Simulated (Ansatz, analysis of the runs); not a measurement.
# A defect in a wire: Al wire along [110], 3 atoms a period, Ti in place of one Al, part 4 of 4

What does the defect do to the conductance?

Ansatz 0.2.0; DFT PBE, plane waves, PAW; relaxation of a wire's period (the session's first sound run).

So far, transmission at the energy nearest the Fermi level, one spin: step 5 (transmission) 2.73. Also channels at the energy nearest the Fermi level, one spin: step 3 (the perfect wire) 5.

### Step 6. Landauer integrals (continued)

T(E) held rigid; rough near sharp steps of T(E). Table of thermopower at 300 K by shift of the leads' level:

| shift of the leads' level (eV) | thermopower at 300 K (μV/K) |
| --- | --- |
| -0.900 | -21.7 |
| -0.850 | -7.00 |
| -0.800 | 8.90 |
| -0.700 | -20.2 |
| -0.650 | -24.3 |
| -0.600 | -14.2 |
| -0.550 | -6.14 |
| -0.450 | 0.410 |
| -0.400 | -0.0475 |
| -0.350 | -2.63 |
| -0.300 | -3.05 |
| -0.200 | -1.35 |
| -0.150 | -0.849 |
| -0.100 | -0.573 |
| -0.050 | -0.439 |
| 0.050 | -0.422 |
| 0.100 | -0.494 |
| 0.150 | -0.585 |
| 0.200 | -0.539 |
| 0.300 | 3.80 |
| 0.350 | 11.0 |
| 0.400 | 16.5 |
| 0.450 | 15.7 |
| 0.550 | 7.82 |
| 0.600 | 5.72 |
| 0.650 | 5.18 |
| 0.700 | 4.13 |
| 0.800 | 0.444 |
| 0.850 | 4.34 |
| 0.900 | 7.85 |

The two levels move by half the bias each and T(E) is held rigid. The current from the zero-bias T(E) by bias:

| bias (V) | current from the zero-bias T(E) (μA) |
| --- | --- |
| 0.000 | 0 |
| 0.100 | 21.1 |
| 0.200 | 42.3 |
| 0.300 | 63.4 |
| 0.400 | 84.6 |
| 0.500 | 106 |
| 0.600 | 127 |
| 0.700 | 147 |
| 0.800 | 166 |
| 0.900 | 185 |
| 1.000 | 202 |
| 1.100 | 219 |
| 1.200 | 235 |
| 1.300 | 250 |
| 1.400 | 264 |
| 1.500 | 276 |
| 1.600 | 289 |
| 1.700 | 302 |
| 1.800 | 314 |
| 1.900 | 326 |

By hand, Mott's formula: S = −(π²k²T/3e) d ln T/dE, and π²k²T/3e = 7.33 μV/K × eV at 300 K. The computed T is 2.72 at -0.070 eV and 2.74 at +0.070 eV, so d ln T/dE ≈ 0.0514 per eV and S ≈ -0.377 μV/K, against -0.398 from the integrals.

The thermopower is -0.398 μV/K. The Lorenz ratio is 1.00, where the Wiedemann-Franz law gives 1. Moving the level by up to 0.1 eV either way gives -0.57 to -0.40 μV/K.

### Step 7. The perfect wire

This step: DFT PBE, plane waves, PAW; channels and complex bands of a perfect wire; changed: kpoints.mp_grid.grid = [1, 1, 1], scf.max_iter = 50 (Ansatz 0.2.0).

System of this step: Al wire along [110], 3 atoms a period. The cell holds 3 atoms: 3 Al. Its edges and angles: a = 8.820 Å, b = 9.657 Å, c = 2.501 Å, α = 90.0°, β = 90.0°, γ = 90.0°. Vacuum lies along a and b. The structure's axis is c.

The input of the run on the perfect lead is made doubtful on purpose.

input.yaml

```yaml
crystal:
  lattice:
    - [8.82, 0.0, 0.0]
    - [0.0, 9.657, 0.0]
    - [0.0, 0.0, 2.5005734463]
  atoms:
    - { symbol: Al, position: [0.38056872, 0.352254387, 0.0] }
    - { symbol: Al, position: [0.624350088, 0.499985057, 0.5] }
    - { symbol: Al, position: [0.38056872, 0.647715727, 0.0] }
kpoints:
  mp_grid: { grid: [1, 1, 1] }
scf:
  occupations: { method: fermi_dirac, width: 0.05 }
  max_iter: 50
hamiltonian:
  xc: pbe
output:
  transmission:
    e_range: [-1.26, 1.26]
    de: 0.035
    kmesh: [1, 1]
    reduced_basis: true
    leads: [[0, 0]]
basis:
  ecutwfc: "350 eV"
```

Command:

```console
> ansatz run input.yaml --threads 4 --pin off --max-ram 16384MiB --backend cpu --events-out ev --progress --plain --runs-dir out
```

Numbers of over 12 decimals in the logs are rounded to 6 here.

What it wrote:

```text
[...]
Crystal: 3 atoms, lattice volume = 212.986 Å³
Basis set: ecut = 350 eV, 3161 PW (Γ)
Bands: 9, of which v1, the nominal top of the filled ones, is band 5 counted from 1 (4 counted from 0)
Symmetry: 4 space group operations
[...]
k-points: 1
[...]
SCF iter   1: F=—  HF=-1622.518360 eV  |F-HF|=—  |Δ(HF+E_count)|=         —  Δρ=9.70e-3  dr2=6.44e-1  ethr=1.77e-3  ⟨swp⟩=7.0  Hψ=82  notcnv=0
[...]
SCF iter  12: F=-1622.342137 eV  HF=-1622.342137 eV  |F-HF|=2.42e-7  |Δ(HF+E_count)|=   1.14e-6  Δρ=8.24e-6  dr2=9.76e-8  ethr=1.11e-9  ⟨swp⟩=2.0  Hψ=37  notcnv=0
SCF 1 converged in 12 iterations: F = -1622.342137 eV  dr2 = 9.76e-8
[...]
transmission: 3 of 18 steps passed
transmission: 6 of 18 steps passed
[...]
transmission: 18 of 18 steps passed
SCF converged after 12 iterations
Free energy (F): -1622.342137 eV
[...]
Internal energy: -1622.252204 eV  (E = F + TS)
E sigma→0 (E₀):  -1622.297171 eV
Entropy (-TS):   -0.089933 eV (-29.978 meV/atom)
Fermi energy:    -2.829998 eV
[...]
--- Band table (eV) ---
[...]
--- Transmission ---
  basis      : 619 plane waves across, 3 finite elements along
  points     : 1, standing for a mesh of 1 x 1
[...]
crystal 0  : Al3, at the sites [0, 0], period 2.5006 Å: whole cells are its period
[...]
filled         : 1020.1 meV under the level at which it is neutral
    channels       : 2.000000e0 a spin
[...]
```

It took 18 s on 4 threads of Arm Neoverse V1, shared host; peak memory 0.55 GiB.

Residual by cycle:

cycle, log10 residual and a bar from the least value:
```
        1       -0.2 ##############################
        2       -1.1 ##########################
        3       -1.4 #########################
        4       -1.8 #######################
        5       -2.4 ####################
        6       -2.3 #####################
        7       -2.7 ###################
        8       -3.3 ################
        9       -4.6 ##########
       10       -5.5 #######
       11       -6.4 ###
       12       -7.0
```

The run finished. A setting was moved off its sound value on purpose, so it serves as a test and not as the result.

The fault put into the input: one k-point for a small cell (kpoints.mp_grid.grid = [1, 1, 1]).

Side by side:

| quantity | this run | sound run | difference |
| --- | --- | --- | --- |
| energy at zero smearing (eV) | -1622.3 | -1609.8 | -12.5 |
| channels at the energy nearest the Fermi level, one spin | 2 | 5 | -3 |
| conductance of the lead as this run defines it (G₀) | 2.4227 | 4.9999 | -2.58 |

The two runs differ clearly in the channels at the energy nearest the Fermi level, one spin: 2 against 5.

### Step 8. Summary of results

```yaml
conductance_of_the_perfect_wire: 5.00 G₀
conductance_ti_in_place_of_one_al: 2.73 G₀
thermopower_ti_in_place_of_one_al: -0.398 μV/K
```

**Reading.** Summed over the computed window, 53 % of the lead's open channels pass the defect; the conductance at 300 K is 2.73 G₀. With Ti in place of one Al, 55 % of the conductance of that run's own lead (5.00 G₀) is left. Transport is coherent and elastic here: the atoms are frozen, so scattering by vibrations plays no part. With Ti in place of one Al several atoms of the wire itself moved far in the relaxation, so the changed stretch between the held leads may scatter as well as the defect. The free region is short: held atoms still bear up to 0.4 eV/Å after a relaxation. In 1 run the program finds the step of the lead's Hamiltonian too large, so longer leads may change the transmission. A junction with open d shells ran without spin, after the few moments seeded in its relaxation died away; moments on all d atoms were not tried. A cutoff under the files' recommended one was taken to save time; its effect on T(E) was not tested here.

[Logs are printed without paths, hosts, clocks, repeated set-up lines and the standing remarks that a program may print on its own settings, such as how far it seeks lower states.]

[Hosts, paths, dates, database ids (printed as entryN), source tags and the programs' standing remarks are cut or masked in the printed files.]
